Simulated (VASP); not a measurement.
A run of VASP 6.6.1:

The input INCAR:

```
PREC = Accurate
ENCUT = 520
EDIFF = 1E-6
ISMEAR = 0
SIGMA = 0.05
LREAL = F
LASPH = T
NELM = 100
ALGO = Normal
ISIF = 2
LWAVE = F
LCHARG = T
GGA = CA
LELF = T
LVHAR = T
NBANDS = 16
```

KPOINTS

```
Automatic mesh
0
Gamma
  9 9 6
```

The input POSCAR:

```
AlN
1.0
    3.2955551631      0.0000000000      0.0000000000
   -1.6477775816      2.8683763727      0.0000000000
    0.0000000000      0.0000000000      4.1875630000
Al N
2 2
Direct
    0.3333333333      0.6666666667      0.7500000000
    0.6666666667      0.3333333333      0.2500000000
    0.3333333333      0.6666666667      0.2500000000
    0.6666666667      0.3333333333      0.7500000000
```

Potentials or basis: VASP PAW LDA potentials, release 64 (Al, N).

Run with:

```console
$ cat potpaw_LDA.64/Al/POTCAR potpaw_LDA.64/N/POTCAR > POTCAR
$ mpirun -np 1 vasp_std > vasp.out
```

Hardware: 1 thread of Intel(R) Xeon(R) Platinum 8488C (Sapphire Rapids), with other jobs on the host.

Q: Estimate the wall time of this run.

A: Run time: 28 s on 1 thread of Intel(R) Xeon(R) Platinum 8488C (Sapphire Rapids) (shared host), peak memory 0.17 GiB. Counts: scf iterations 12, k points 100.
